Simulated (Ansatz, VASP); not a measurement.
# SrBrCl (1T-SrClBr, 1 layer): VASP beside Ansatz, part 2 of 2

Aim: how closely do two programs agree when they are given the same cell, functional and k mesh? Of the first pair: The structure shown is the start of the Ansatz relaxation below; VASP solves that cell, so the two are compared at the walk's first step.

VASP 6.6.1 and Ansatz 0.2.0.

So far: Set-up; Ansatz: relaxation, PBE; VASP: single point, PBE, start cell, pair 1.

## (4) Differences

Known differences besides the potentials themselves: the cutoff is 420 eV in Ansatz and 400 eV in VASP. Total energies have different zeros and are not compared.

Forces (eV/Å; atoms numbered as in POSCAR):

| atom | Ansatz x, y, z | VASP x, y, z |
| --- | --- | --- |
| Br1 | 0.000, 0.000, 0.521 | 0.000, 0.000, 0.502 |
| Sr2 | 0.000, 0.000, -0.245 | 0.000, 0.000, -0.250 |
| Cl3 | 0.000, 0.000, -0.276 | 0.000, 0.000, -0.252 |

The forces differ by 10 meV/Å r.m.s., which is 5.1 % of the r.m.s. force of 0.205 eV/Å (both taken over all components). With vacuum in the cell, a pressure given here is an average over mostly empty space and none of the material.

## (5) Ansatz: relaxation, PBE

This run makes the geometry at which the two programs are then compared.

The structure compared here is the end of the Ansatz relaxation.

Input file input.yaml:

```yaml
crystal:
  lattice:
    - [4.133165, 0.0, 0.0]
    - [-2.0665825, 3.579425888, 0.0]
    - [0.0, 0.0, 20.5701222601]
  atoms:
    - { symbol: Br, position: [0.6666666667, 0.3333333333, 0.4132206845] }
    - { symbol: Sr, position: [0.0, 0.0, 0.5073102629] }
    - { symbol: Cl, position: [0.3333333333, 0.6666666667, 0.5867793155] }
kpoints:
  mp_grid: { grid: [6, 6, 1] }
hamiltonian:
  xc: pbe
scf:
  occupations: { method: fermi_dirac, width: 0.05 }
  convergence: { dr2_threshold: 1.0e-08 }
efield:
  axis: 3
  dipole_correction: true
  ramp_position: 0.97
  ramp_width: 0.04
relax:
  f_tol: 0.01
  cell: { fix: [c, alpha, beta] }
output:
  write_potential: true
  write_density: true
  volumetric_format: npy
```

Launch:

```sh
$ ansatz run input.yaml --threads 2 --pin off --max-ram 4096MiB --backend cpu --events-out ev --progress --plain --runs-dir out
```

Numbers of over 12 decimals in the logs are rounded to 6 here.

The log of the run:

```text
[...]
Crystal: 3 atoms, lattice volume = 304.322 Å³
Basis set: ecut = 420 eV, 5877 PW (Γ), exchange–correlation on 60×60×288 points (8 copies of the dense FFT grid, shifted against one another)
[...]
cell:  # Å, volume = 363.3782 Å³
    - [4.516434, 0, 0]
    - [-2.258217, 3.911347, 0]
    - [0, 0, 20.5701222601]
  atoms:
    - { symbol: Br, position: [0.666667, 0.333333, 0.428105] }
    - { symbol: Sr, position: [-3.4148186187870714e-19, 0, 0.506692] }
    - { symbol: Cl, position: [0.333333, 0.666667, 0.572513] }
[key lines of the parts left out:]
SCF converged after 4 iterations
Free energy (F): -7413.774382 eV
Fermi energy:    -2.271843 eV
Dipole field:    D = 0.019964 V/Å  (p = 0.040091 e·Å, saw-weighted, corrected)
Work function:   Φ+ = 4.7071 eV   Φ− = 5.1177 eV
P = ⅓ Tr σ = 0.0089 GPa (0.089 kbar)
```

## (6) VASP: single point, PBE, relaxed cell, pair 2

The same cell, functional, mesh and smearing now go to VASP, with its own data sets.

Input file INCAR:

```
SYSTEM = SrBrCl
PREC = Accurate
ENCUT = 500
EDIFF = 1E-06
NELM = 120
ISMEAR = -1
SIGMA = 0.05
LREAL = .FALSE.
ALGO = Normal
GGA = PE
NBANDS = 18
LORBIT = 11
LWAVE = .FALSE.
LCHARG = .FALSE.
ISIF = 2
LDIPOL = .TRUE.
IDIPOL = 3
DIPOL = 0.5 0.5 0.503
LVHAR = .TRUE.
LASPH = .TRUE.
GGA_COMPAT = .FALSE.
EFERMI = MIDGAP
NELMDL = -8
```

Input file POSCAR:

```
SrBrCl
1.0
    4.5164342999      0.0000000000      0.0000000000
   -2.2582171499      3.9113468382      0.0000000000
    0.0000000000      0.0000000000     20.5701222601
Br Sr Cl
1 1 1
Direct
    0.6666666667      0.3333333333      0.4281054194
    0.0000000000      0.0000000000      0.5066922418
    0.3333333333      0.6666666667      0.5725126017
```

Input file KPOINTS:

```
Automatic mesh
0
Gamma
6 6 1
0 0 0
```

PAW data sets: Br, Sr_sv and Cl (PBE family, release 64).

Launch:

```sh
$ mpirun -np 1 vasp_std
```

The log of the run:

```text
[... set-up lines as in an earlier step ...]
 entering main loop
       N       E                     dE             d eps       ncg     rms          rms(c)
DAV:   1     0.172434250618E+03    0.17243E+03   -0.89242E+03   292   0.911E+02
DAV:   2     0.151358442699E+02   -0.15730E+03   -0.15346E+03   322   0.192E+02
DAV:   3    -0.114034135531E+02   -0.26539E+02   -0.26486E+02   368   0.761E+01
DAV:   4    -0.122623226255E+02   -0.85891E+00   -0.85737E+00   424   0.140E+01
[...]
DAV:  24    -0.119642576985E+02   -0.26074E-05   -0.63459E-08   278   0.843E-04    0.602E-04
DAV:  25    -0.119642594117E+02   -0.17133E-05   -0.28207E-08   288   0.680E-04    0.165E-04
DAV:  26    -0.119642602424E+02   -0.83062E-06   -0.11514E-08   304   0.410E-04
   1 F= -.11964260E+02 E0= -.11964260E+02  d E =0.000000E+00
```

Parts of OUTCAR (step 6):

```text
  Total        0.0862343      0.0862343      0.0357601      0.0000000      0.0000000     -0.0000000
  in kB        0.3802171      0.3802171      0.1576706      0.0000000      0.0000000     -0.0000000
  external PRESSURE =       0.3060349 kB  Pullay stress =       0.0000000 kB

 POSITION                                       TOTAL-FORCE (eV/Angst)
 -----------------------------------------------------------------------------------
      2.25822      1.30378      8.80618        -0.000000      0.000000     -0.016864
      0.00000      0.00000     10.42272        -0.000000      0.000000     -0.006641
     -0.00000      2.60756     11.77665         0.000000     -0.000000      0.023505
 -----------------------------------------------------------------------------------
    total drift:                                0.000000     -0.000000      0.000122

  FREE ENERGIE OF THE ION-ELECTRON SYSTEM (eV)
  ---------------------------------------------------
  free  energy   TOTEN  =       -11.9642602424 eV

  energy  without entropy=      -11.9642602424  energy(sigma->0) =      -11.96426024

[... 1 part as in an earlier step ...]

[... 2 further parts left out ...]
[key lines of the parts left out:]
E-fermi :  -3.1179
```

## (7) Side by side

What differs besides the data sets and the points named for the pairs above, as far as they apply: the cutoff is 420 eV in Ansatz and 500 eV in VASP; Ansatz's pressure holds a Pulay correction, VASP's none. Total energies have different zeros and are not compared.

Compared:

| quantity | Ansatz | VASP | difference |
| --- | --- | --- | --- |
| pressure (GPa) | 0.01 | 0.03 | -0.02 |
| gap on the k mesh (eV) | 5.316 | 5.311 | +0.004 |

At this near-relaxed geometry the largest component of a force difference is 19 meV/Å. A gap on the mesh is an upper bound, since the band edges may lie between its points. With vacuum in the cell, a pressure given here is an average over mostly empty space and none of the material.

## (8) Results

```
r.m.s. force difference (single point, PBE, start cell, pair 1)           : 5.1 % of the r.m.s. force
difference in gap on the k mesh (single point, PBE, relaxed cell, pair 2) : 0.0044 eV
r.m.s. force difference (single point, PBE, relaxed cell, pair 2)         : 8.8 meV/Å
```

The r.m.s. force difference is 5.1 % of the r.m.s. force (single point, PBE, start cell, pair 1), beyond the 3 % picked in this series as the mark of a large difference. Such differences can come from data sets, numerical settings and the points named under the comparisons, not from the functional's error against experiment.

[Lines on the potential files, build, host, timing and source positions are cut from VASP's logs without a mark.]

[Logs are printed without paths, hosts, clocks, repeated set-up lines and the standing remarks that a program may print on its own settings, such as how far it seeks lower states.]

[Hosts, paths, dates, database ids (printed as entryN), source tags and the programs' standing remarks are cut or masked in the printed files.]
